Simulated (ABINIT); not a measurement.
# Bi (Im-3m) in ABINIT: further runs

Aim: see how the results for Bi move with the level of theory and the settings. Levels: LDA-PZ, PBEsol, RPBE. Tasks: band structure, equation of state.

All numbers are computed with ABINIT 10.8.3 (patched build); they aren't measurements. Logs are shortened: lines on timing, memory, paths and dates and some standing lists are left out, and cuts for length are marked. The log counts tension as positive stress, the text compression.

### 1 The crystal as given

It takes space group Im-3m (No. 229, cubic). Conventional cell: a = 3.963 Å, b = 3.963 Å, c = 3.963 Å, α = 90.00°, β = 90.00°, γ = 90.00°. Bi (site symmetry m-3m) has 8 Bi at 3.43 Å as nearest neighbours.

This isn't the form of Bi at room conditions, which is rhombohedral.

### 2 Band structure, LDA-PZ, spin-orbit coupling, no magnetisation

The input, run.abi:

```
# Datasets: ground state, then fixed potential
ndtset 2

# Pseudopotentials
pp_dirpath "./"
pseudos "Bi.LDA_PW-JTH.xml"

# Structure
acell 3*1.0
rprim
    -3.7443610401     3.7443610401     3.7443610401
     3.7443610401    -3.7443610401     3.7443610401
     3.7443610401     3.7443610401    -3.7443610401
ntypat 1
znucl 83
natom 1
typat 1
xred
     0.0000000000     0.0000000000     0.0000000000

# Plane-wave basis
ecut 15.0
pawecutdg 30.0

# Exchange and correlation
ixc 2

# Bands and occupations
occopt 3
tsmear 0.05 eV

# Spin
nspinor 2
nspden 1
pawspnorb 1

# SCF cycle
nstep 100

# Output
iomode 3
prtwf 0
prteig 0
prtebands 0
prtden1 1

# Dataset 1
kptopt1 4
ngkpt1 9 9 9
nshiftk1 1
shiftk1 0.0 0.0 0.0
nband1 24
tolvrs1 1.0e-9

# Dataset 2: bands along G-H-N-G-P-H
iscf2 -2
getden2 1
nband2 36
nbdbuf2 8
tolwfr2 1.0e-11
kptopt2 -5
ndivsm2 8
prteig2 1
kptbounds2
     0.0000000000     0.0000000000     0.0000000000
     0.5000000000    -0.5000000000     0.5000000000
     0.0000000000     0.0000000000     0.5000000000
     0.0000000000     0.0000000000     0.0000000000
     0.2500000000     0.2500000000     0.2500000000
     0.5000000000    -0.5000000000     0.5000000000
```

Potentials or basis: JTH PAW LDA v2.0.

Started as:

```sh
> abinit run.abi > log 2>&1
```

run.abo:

```text
.Version 10.8.3 of ABINIT
 DATASET    1 : space group I4 3 2 (#211); Bravais cI (body-center cubic)
================================================================================
 Values of the parameters that define the memory need for DATASET  1.
     intxc =       0    ionmov =       0      iscf =      17    lmnmax =      18
     lnmax =       6     mgfft =      24  mpssoang =       3    mqgrid =    3001
     natom =       1  nloc_mem =       2    nspden =       1   nspinor =       2
    nsppol =       1      nsym =      24    n1xccc =       1    ntypat =       1
    occopt =       3   xclevel =       1
       mpw =         603          nfft =       13824          nkpt =          39
 PAW method is used; the additional fine FFT grid is defined by:
   mgfftf=        32    nfftf =     32768
================================================================================
================================================================================

 DATASET    2 : space group I4 3 2 (#211); Bravais cI (body-center cubic)
================================================================================
 Values of the parameters that define the memory need for DATASET  2.
     intxc =       0    ionmov =       0      iscf =      -2    lmnmax =      18
     lnmax =       6     mgfft =      24  mpssoang =       3    mqgrid =    3001
     natom =       1  nloc_mem =       2    nspden =       1   nspinor =       2
    nsppol =       1      nsym =      24    n1xccc =       1    ntypat =       1
    occopt =       3   xclevel =       1
       mpw =         603          nfft =       13824          nkpt =          48
 PAW method is used; the additional fine FFT grid is defined by:
   mgfftf=        32    nfftf =     32768
================================================================================
================================================================================

--------------------------------------------------------------------------------
------------- Echo of variables that govern the present computation ------------
--------------------------------------------------------------------------------
 -outvars: echo values of preprocessed input variables --------
            acell      1.0000000000E+00  1.0000000000E+00  1.0000000000E+00 Bohr
              amu      2.08980370E+02
             ecut      1.50000000E+01 Hartree
           getden1          0
           getden2          1
             iscf1         17
             iscf2         -2
              ixc           2
           jdtset        1    2
           kptopt1          4
           kptopt2         -5
         kptrlatt        9    0    0      0    9    0      0    0    9
          kptrlen1     5.83688121E+01
          kptrlen2     3.00000000E+01
            natom           1
            nband1         24
            nband2         36
           nbdbuf1          0
           nbdbuf2          8
           ndtset           2
           ndivsm1          0
           ndivsm2          8
            ngfft          24      24      24
          ngfftdg          32      32      32
             nkpt1         39
             nkpt2         48
          nspinor           2
            nstep         100
             nsym          24
           ntypat           1
           occopt           3
        pawcpxocc           2
        pawecutdg      3.00000000E+01 Hartree
        pawspnorb           1
        prtebands           0
           prteig1          0
           prteig2          1
            prtwf           0
            rprim     -3.7443610401E+00  3.7443610401E+00  3.7443610401E+00
                       3.7443610401E+00 -3.7443610401E+00  3.7443610401E+00
                       3.7443610401E+00  3.7443610401E+00 -3.7443610401E+00
           shiftk1     0.00000000E+00  0.00000000E+00  0.00000000E+00
           shiftk2     5.00000000E-01  5.00000000E-01  5.00000000E-01
          spgroup         211
           tolvrs1     1.00000000E-09
           tolvrs2     0.00000000E+00
           tolwfr1     0.00000000E+00
           tolwfr2     1.00000000E-11
           tsmear      1.83746611E-03 Hartree
            typat      1
           useylm           1
[... 220 lines left out ...]
         ecut(hartree)=     15.000   => boxcut(ratio)=   2.12257

 Fine grid specifications (used for densities):

 getcut: wavevector=  0.0000  0.0000  0.0000  ngfft=  32  32  32
         ecut(hartree)=     30.000   => boxcut(ratio)=   2.00313
--------------------------------------------------------------------------------

================================================================================
 Non-SCF case, kpt    1 (  0.00000  0.00000  0.00000), residuals and eigenvalues=
  2.62E-12  5.06E-12  5.82E-12  6.17E-12  1.93E-12  7.19E-12  2.23E-12  2.32E-12
  1.82E-12  7.97E-12  5.42E-12  4.48E-12  1.54E-12  7.06E-12  4.93E-12  7.58E-12
  4.74E-12  4.56E-12  3.84E-12  4.51E-12  5.19E-12  4.90E-12  4.99E-12  5.20E-12
  6.61E-12  7.78E-12  4.11E-12  2.29E-12  5.55E-12  8.95E-12  5.26E-12  9.05E-12
  6.79E-12  5.21E-12  5.62E-12  9.62E-12
 -6.1225E-01 -6.1225E-01 -6.1225E-01 -6.1225E-01 -5.0490E-01 -5.0490E-01
 -5.0149E-01 -5.0149E-01 -5.0149E-01 -5.0149E-01 -2.1107E-01 -2.1107E-01
  3.7681E-01  3.7681E-01  5.1195E-01  5.1195E-01  5.1195E-01  5.1195E-01
  6.2245E-01  6.2245E-01  6.7550E-01  6.7550E-01  6.7550E-01  6.7550E-01
  6.7550E-01  6.7550E-01  7.1249E-01  7.1249E-01  7.1249E-01  7.1249E-01
[... 551 lines left out ...]
  8.8563E-01  8.8563E-01  9.3396E-01  9.3396E-01  9.5151E-01  9.5151E-01
  1.0689E+00  1.0689E+00  1.0725E+00  1.0725E+00  1.0913E+00  1.0913E+00
 Non-SCF case, kpt   48 (  0.50000 -0.50000  0.50000), residuals and eigenvalues=
  2.41E-12  3.52E-12  3.32E-12  5.04E-12  6.06E-12  6.10E-12  6.88E-12  7.69E-12
  1.91E-12  8.44E-12  1.51E-12  8.07E-12  3.53E-12  7.54E-12  2.34E-12  5.64E-12
  3.11E-12  7.13E-12  3.18E-12  3.07E-12  2.22E-12  6.11E-12  4.32E-12  5.42E-12
  4.76E-12  6.45E-12  7.42E-12  7.34E-12  8.16E-12  1.80E-10  9.54E-11  3.14E-10
  1.25E-09  1.15E-08  1.03E-09  2.27E-09
 -6.1042E-01 -6.1042E-01 -6.1042E-01 -6.1042E-01 -5.0182E-01 -5.0182E-01
 -5.0182E-01 -5.0182E-01 -4.9647E-01 -4.9647E-01 -2.2637E-02 -2.2637E-02
  1.6700E-01  1.6700E-01  2.4026E-01  2.4026E-01  2.4026E-01  2.4026E-01
  4.1952E-01  4.1952E-01  4.1952E-01  4.1952E-01  8.6148E-01  8.6148E-01
  9.0007E-01  9.0007E-01  9.5798E-01  9.5798E-01  9.5798E-01  9.5798E-01
  1.0605E+00  1.0605E+00  1.0605E+00  1.0605E+00  1.0729E+00  1.0729E+00

--- !ResultsGS
iteration_state: {dtset: 2, }
comment   : Summary of ground state results
lattice_vectors:
- [ -3.7443610,   3.7443610,   3.7443610, ]
- [  3.7443610,  -3.7443610,   3.7443610, ]
- [  3.7443610,   3.7443610,  -3.7443610, ]
lattice_lengths: [   6.48542,    6.48542,    6.48542, ]
lattice_angles: [109.471, 109.471, 109.471, ] # degrees, (23, 13, 12)
lattice_volume:   2.0998736E+02
convergence: {deltae:  0.000E+00, res2:  0.000E+00, residm:  9.992E-12, diffor:  0.000E+00, }
etotal    :  -7.23886642E+01
entropy   :   0.00000000E+00
fermie    :   2.76276370E-01
cartesian_stress_tensor: null
pressure_GPa: null
xred      :
- [  0.0000E+00,   0.0000E+00,   0.0000E+00, Bi]
cartesian_forces: null
force_length_stats: {min: null, max: null, mean: null, }
...

 Integrated electronic density in atomic spheres:
 ------------------------------------------------
 Atom  Sphere_radius  Integrated_density
    1        2.41231         12.20882562

================================================================================

 ----iterations are completed or convergence reached----

 Mean square residual over all n,k,spin=   54.900E-13; max=  99.917E-13
 reduced coordinates (array xred) for    1 atoms
       0.000000000000      0.000000000000      0.000000000000

 cartesian coordinates (angstrom) at end:
    1      0.00000000000000     0.00000000000000     0.00000000000000
 length scales=  1.000000000000  1.000000000000  1.000000000000 bohr
              =  0.529177210544  0.529177210544  0.529177210544 angstroms
 Eigenvalues (hartree) for nkpt=  48  k points:
 kpt#   1, nband= 36, wtk=  1.00000, kpt=  0.0000  0.0000  0.0000 (reduced coord)
  -0.61225   -0.61225   -0.61225   -0.61225   -0.50490   -0.50490   -0.50149   -0.50149
  -0.50149   -0.50149   -0.21107   -0.21107    0.37681    0.37681    0.51195    0.51195
   0.51195    0.51195    0.62245    0.62245    0.67550    0.67550    0.67550    0.67550
   0.67550    0.67550    0.71249    0.71249    0.71249    0.71249    0.72774    0.72774
   0.75877    0.75877    0.75877    0.75877
 kpt#   2, nband= 36, wtk=  1.00000, kpt=  0.0455 -0.0455  0.0455 (reduced coord)
  -0.61219   -0.61219   -0.61216   -0.61216   -0.50472   -0.50472   -0.50148   -0.50148
  -0.50140   -0.50140   -0.20831   -0.20831    0.36801    0.36801    0.48694    0.48694
   0.50141    0.50141    0.64672    0.64672    0.64971    0.64971    0.66090    0.66090
   0.66397    0.66397    0.71880    0.71880    0.74104    0.74104    0.75301    0.75301
   0.77014    0.77014    0.78889    0.78889
 kpt#   3, nband= 36, wtk=  1.00000, kpt=  0.0909 -0.0909  0.0909 (reduced coord)
  -0.61208   -0.61208   -0.61200   -0.61200   -0.50432   -0.50432   -0.50152   -0.50152
  -0.50126   -0.50126   -0.20009   -0.20009    0.34406    0.34406    0.44232    0.44232
   0.47327    0.47327    0.60842    0.60842    0.64934    0.64934    0.65927    0.65927
   0.68556    0.68556    0.72397    0.72397    0.78805    0.78805    0.80626    0.80626
[... 257 lines left out ...]
   0.87245    0.87245    0.91348    0.91348    0.93708    0.93708    1.08786    1.08786
   1.08823    1.08823    1.11426    1.11426
 kpt#  47, nband= 36, wtk=  1.00000, kpt=  0.4750 -0.4250  0.4750 (reduced coord)
  -0.61049   -0.61049   -0.61042   -0.61042   -0.50191   -0.50191   -0.50172   -0.50172
  -0.49668   -0.49668   -0.02697   -0.02697    0.16770    0.16770    0.23512    0.23512
   0.24624    0.24624    0.42802    0.42802    0.42931    0.42931    0.85016    0.85016
   0.88563    0.88563    0.93396    0.93396    0.95151    0.95151    1.06890    1.06890
   1.07246    1.07246    1.09133    1.09133
 kpt#  48, nband= 36, wtk=  1.00000, kpt=  0.5000 -0.5000  0.5000 (reduced coord)
  -0.61042   -0.61042   -0.61042   -0.61042   -0.50182   -0.50182   -0.50182   -0.50182
  -0.49647   -0.49647   -0.02264   -0.02264    0.16700    0.16700    0.24026    0.24026
   0.24026    0.24026    0.41952    0.41952    0.41952    0.41952    0.86148    0.86148
   0.90007    0.90007    0.95798    0.95798    0.95798    0.95798    1.06052    1.06052
   1.06052    1.06052    1.07291    1.07291

== END DATASET(S) ==============================================================
================================================================================

 -outvars: echo values of variables after computation  --------
            acell      1.0000000000E+00  1.0000000000E+00  1.0000000000E+00 Bohr
           etotal1    -7.2388664170E+01
            fcart1    -0.0000000000E+00 -0.0000000000E+00 -0.0000000000E+00
            rprim     -3.7443610401E+00  3.7443610401E+00  3.7443610401E+00
                       3.7443610401E+00 -3.7443610401E+00  3.7443610401E+00
                       3.7443610401E+00  3.7443610401E+00 -3.7443610401E+00
           strten1     1.2340333847E-04  1.2340333847E-04  1.2340333847E-04
                       0.0000000000E+00  0.0000000000E+00  0.0000000000E+00
 Calculation completed.
```

It took 95 s on 1 thread of Arm Neoverse V1, shared host; peak memory 0.13 GiB.

What came out:

```
Free energy                                           : -1969.7959 eV
Band gap on the k mesh                                : none (metal or under the smearing width)
Valence electrons inside the program's atomic spheres : Bi 12.21 (radii [1.2765] Å)
```

Levels at the corners of the path, in eV from the Fermi level:
```tsv
point	band 11	band 12	band 13	band 14	band 15	band 16	band 17	band 18
Γ	-13.26	-13.26	2.74	2.74	6.41	6.41	6.41	6.41
H	-8.13	-8.13	-2.97	-2.97	-0.98	-0.98	-0.98	-0.98
N	-10.22	-10.22	-4.98	-4.98	1.38	1.38	3.91	3.91
Γ	-13.26	-13.26	2.74	2.74	6.41	6.41	6.41	6.41
P	-9.70	-9.70	-3.16	-3.16	-1.64	-1.64	-1.64	-1.64
H	-8.13	-8.13	-2.97	-2.97	-0.98	-0.98	-0.98	-0.98
```

Caveat: the cutoff is too short for stress, so the log's stress isn't used.

### 3 Equation of state, PBEsol, spin-orbit coupling, no magnetisation

The input, run.abi:

```
# Datasets: one volume each
ndtset 7
getwfk -1
scalecart1 3*0.9795861087
scalecart2 3*0.9864848297
scalecart3 3*0.9932883884
scalecart4 3*1.0000000000
scalecart5 3*1.0066227096
scalecart6 3*1.0131594038
scalecart7 3*1.0196128224

# Pseudopotentials
pp_dirpath "./"
pseudos "Bi.GGA_PBE-JTH_sp.xml"

# Structure
acell 6.4854235633 6.4854235633 6.4854235633
rprim
    -0.5773502692     0.5773502692     0.5773502692
     0.5773502692    -0.5773502692     0.5773502692
     0.5773502692     0.5773502692    -0.5773502692
ntypat 1
znucl 83
natom 1
typat 1
xred
     0.0000000000     0.0000000000     0.0000000000

# Plane-wave basis
ecut 15.0
pawecutdg 30.0

# k points
kptopt 4
ngkpt 9 9 9
nshiftk 1
shiftk 0.0 0.0 0.0

# Exchange and correlation
ixc -116133

# Bands and occupations
nband 14
occopt 3
tsmear 0.00183747

# Spin
nspinor 2
nspden 1
pawspnorb 1

# SCF cycle
nstep 100
tolvrs 1.0e-9

# Output
iomode 3
prtwf 1
prtden 0
prteig 0
prtebands 0
```

Potentials or basis: JTH PAW PBE v2.0 sp.

Started as:

```sh
> abinit run.abi > log 2>&1
```

Run time: 1.8 min. Hardware: 1 thread of Arm Neoverse V1, shared host; peak memory 0.13 GiB.

The run converged. Its results:

```
Equilibrium volume                      : 30.84 Å³/atom
Bulk modulus                            : 56 GPa
Pressure derivative of the bulk modulus : 4.9
```

Energy against volume, from the lowest point:
```
volume (Å³/atom)  energy (meV/atom)
          29.250              15.58
          29.872               5.32
          30.495               0.31
          31.117               0.00
          31.739               3.90
          32.362              11.46
          32.984              22.30
```

Caveat: pressures at fixed basis lie under the slope of the energies; the PAW data sets were made with another functional, which shifts forces and pressure a little; this set keeps more shells in the core, which shifts pressures and gaps.

### 4 Band structure, RPBE, spin-orbit coupling, no magnetisation

The input, run.abi:

```
ndtset 2

pp_dirpath "./"
pseudos "Bi.GGA_PBE-JTH.xml"

acell 6.4854235633 6.4854235633 6.4854235633
rprim
    -0.5773502692     0.5773502692     0.5773502692
     0.5773502692    -0.5773502692     0.5773502692
     0.5773502692     0.5773502692    -0.5773502692
ntypat 1
znucl 83
natom 1
typat 1
xred
     0.0000000000     0.0000000000     0.0000000000

ecut 22.0
pawecutdg 44.0

ixc 15

occopt 3
tsmear 0.05 eV

nspinor 2
nspden 1
pawspnorb 1

nstep 100

iomode 3
prtwf 0
prteig 0
prtebands 0
prtden1 1

kptopt1 4
ngkpt1 9 9 9
nshiftk1 1
shiftk1 0.0 0.0 0.0
nband1 24
tolvrs1 1.0e-9

iscf2 -2
getden2 1
nband2 36
nbdbuf2 8
tolwfr2 1.0e-11
kptopt2 -5
ndivsm2 8
prteig2 1
kptbounds2
     0.0000000000     0.0000000000     0.0000000000
     0.5000000000    -0.5000000000     0.5000000000
     0.0000000000     0.0000000000     0.5000000000
     0.0000000000     0.0000000000     0.0000000000
     0.2500000000     0.2500000000     0.2500000000
     0.5000000000    -0.5000000000     0.5000000000
```

Potentials or basis: JTH PAW PBE v2.0.

Started as:

```sh
> abinit run.abi > log 2>&1
```

Wall time 3.1 min (1 thread of Arm Neoverse V1, shared host); peak memory 0.15 GiB.

Results (log left out):

- Free energy: -1962.5953 eV
- Pressure: 3.6 GPa
- Band gap on the k mesh: none (metal or under the smearing width)
- Valence electrons inside the program's atomic spheres: Bi 12.19 (radii [1.2765] Å)

Levels at the corners of the path, in eV from the Fermi level:
| point | band 10 | band 11 | band 12 | band 13 | band 14 | band 15 | band 16 | band 17 | band 18 | band 19 |
| --- | --- | --- | --- | --- | --- | --- | --- | --- | --- | --- |
| Γ | -21.42 | -13.22 | -13.22 | 2.85 | 2.85 | 6.49 | 6.49 | 6.49 | 6.49 | 9.38 |
| H | -21.28 | -8.02 | -8.02 | -2.94 | -2.94 | -0.99 | -0.99 | -0.99 | -0.99 | 3.78 |
| N | -21.32 | -10.14 | -10.14 | -5.00 | -5.00 | 1.43 | 1.43 | 3.94 | 3.94 | 6.22 |
| Γ | -21.42 | -13.22 | -13.22 | 2.85 | 2.85 | 6.49 | 6.49 | 6.49 | 6.49 | 9.38 |
| P | -21.39 | -9.60 | -9.60 | -3.15 | -3.15 | -1.67 | -1.67 | -1.67 | -1.67 | 13.57 |
| H | -21.28 | -8.02 | -8.02 | -2.94 | -2.94 | -0.99 | -0.99 | -0.99 | -0.99 | 3.78 |

Caveat: the PAW data sets were made with another functional, which shifts forces and pressure a little.

### 5 Summary

```tsv
task	level	potentials or basis	cutoff (eV)	fine-grid cutoff	gap on the mesh (eV)
band structure	LDA-PZ	JTH PAW LDA v2.0	408	816.342 eV	none
equation of state	PBEsol	JTH PAW PBE v2.0 sp	408	816.342 eV	-
band structure	RPBE	JTH PAW PBE v2.0	599	1197.3 eV	none
```

Alike in all rows: spin SOC, no magnetisation; cell as given; k mesh 9 × 9 × 9; smearing fermi-dirac 0.05 eV.

Caveats: the PAW data sets were made with another functional, which shifts forces and pressure a little (some runs); pressures at fixed basis lie under the slope of the energies (some runs); this set keeps more shells in the core, which shifts pressures and gaps (some runs).

Total energies depend on the potentials used, so only differences within one code and one set of settings carry meaning.
